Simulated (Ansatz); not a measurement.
The system is ZnS (Wurtzite-2H).

```
Zn S
1.0
     3.81100    0.00000    0.00000
    -1.90550    3.30042    0.00000
     0.00000    0.00000    6.23400
Zn S
2 2
Direct
  0.66667 0.33333 0.50000
  0.33333 0.66667 0.00000
  0.66667 0.33333 0.88500
  0.33333 0.66667 0.38500
```

```yaml
Program: Ansatz 0.2.0
Task: relaxation of cell and atoms
Functional: RPBE
Dispersion: D3(BJ)
Potentials_or_basis: Ansatz PAW
Cutoff: "420 eV (not typed: the program's choice for these potentials)"
k_mesh: 8 × 8 × 5
Occupations: fermi-dirac, width 0.05 eV
Spin: no spin polarisation
```

At the start: volume 19.60 Å³/atom.

Problem. How do energy, volume and symmetry change on relaxing?

Solution. It ends after 6 steps and the volume is 18.13 Å³/atom (-7.5 %); space group P6_3mc (No. 186, to 0.05 Å).

Step by step:
```
step  energy change (eV)  largest force (eV/Å)  volume (Å³)
   1              0.0000                0.3333        78.41
   2             -0.1042                0.2229        74.97
   3             -0.1320                0.0238        72.03
   4             -0.1345                0.0151        72.53
   5             -0.1346                0.0004        72.52
   6             -0.1314                0.0005        72.52
```

Final structure:
```
CELL_PARAMETERS angstrom
3.71223 0.00000 0.00000
-1.85611 3.21489 0.00000
0.00000 0.00000 6.07639
ATOMIC_POSITIONS crystal
Zn 0.66667 0.33333 0.50511
Zn 0.33333 0.66667 0.00511
S 0.66667 0.33333 0.87989
S 0.33333 0.66667 0.37989
```

Caveat: the plane-wave basis is chosen anew once the cell has moved, so the energies of steps on either side of that aren't comparable; the PAW data sets come from PBE, with cores solved anew for the run's functional, which leaves a small shift of forces and pressure.
